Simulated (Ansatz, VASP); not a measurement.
## Two plane-wave programs on CdS

Contents of INCAR:

```
PREC     = Accurate       # precision mode
ENCUT    = 520            # plane-wave cutoff, eV
EDIFF    = 1E-7           # SCF threshold, eV
ISMEAR   = 0              # smearing method
SIGMA    = 0.01           # smearing width, eV
LREAL    = F              # projectors in reciprocal space
LASPH    = T              # aspherical terms in the spheres
NELM     = 80             # most SCF steps
ALGO     = Normal         # electronic algorithm
ISIF     = 2              # what is computed and relaxed
LWAVE    = F              # write WAVECAR
LCHARG   = F              # write CHGCAR
GGA      = PS             # functional
NBANDS   = 26             # bands
```

The input KPOINTS:

```
Automatic mesh
0
Gamma
  9 9 4
```

The input POSCAR:

```
CdS
1.0
    4.1370000000      0.0000000000      0.0000000000
   -2.0685000000      3.5827470955      0.0000000000
    0.0000000000      0.0000000000      6.7160000000
Cd S
2 2
Direct
    0.3333333333      0.6666666667     -0.0092450007
    0.6666666667      0.3333333333      0.4907549993
    0.3333333333      0.6666666667      0.3862450007
    0.6666666667      0.3333333333      0.8862450007
```

Input for Ansatz:

```yaml
crystal:
  lattice:
    - [4.137, 0.0, 0.0]
    - [-2.0685, 3.5827470955, 0.0]
    - [0.0, 0.0, 6.716]
  atoms:
    - { symbol: Cd, position: [0.3333333333, 0.6666666667, -0.0092450007] }
    - { symbol: Cd, position: [0.6666666667, 0.3333333333, 0.4907549993] }
    - { symbol: S, position: [0.3333333333, 0.6666666667, 0.3862450007] }
    - { symbol: S, position: [0.6666666667, 0.3333333333, 0.8862450007] }
basis:
  ecutwfc: 420
  xc_grid: 2
kpoints:
  mp_grid: { grid: [9, 9, 4] }
hamiltonian:
  xc: pbesol
  pseudopotentials: { kind: paw, azcp: { folder: soft_1 } }
scf:
  occupations: { method: fixed }
output:
  forces: true
  stress: true
  eigenvalues: true
  polarization: {}
```

Change from the starting cell: polar distortion scaled by 0.85.

Alike in both runs: task single point; functional PBEsol; k mesh 9 × 9 × 4; no spin polarisation.

|  | VASP | Ansatz |
| --- | --- | --- |
| version | VASP 6.6.1 | Ansatz 0.2.0 |
| potentials or method | VASP PAW PBE potentials, release 64 (Cd, S) | scalar-relativistic, plane waves, PAW |
| plane-wave cutoff (eV) | 520 | 420 |
| occupations | gaussian, width 0.01 eV | fixed |
| valence electrons in the cell | 36 | 52 |

VASP gave:

| Quantity | Value |
| --- | --- |
| gap on the k mesh at the Fermi level (eV) | 1.14 |
| least direct gap on the mesh (eV) | 1.14 |
| pressure (GPa) | 0.3 |
| largest component of the traceless stress (GPa) | 2.37 |
| rms of the force components (eV/Å) | 0.256 |

**Question.** Which values does Ansatz return?

**Answer.** gap on the k mesh at the Fermi level (eV): 1.13; least direct gap on the mesh (eV): 1.13; pressure (GPa): -0.1; largest component of the traceless stress (GPa): 2.26; rms of the force components (eV/Å): 0.248.

Atom by atom the forces differ by 0.008 eV/Å (rms over components). The two sets of potentials don't hold the same shells in valence. Ansatz warned: «pseudo_functional_mismatch».

Caveats: the PAW data sets were made with another functional, which shifts forces and pressure a little (VASP).
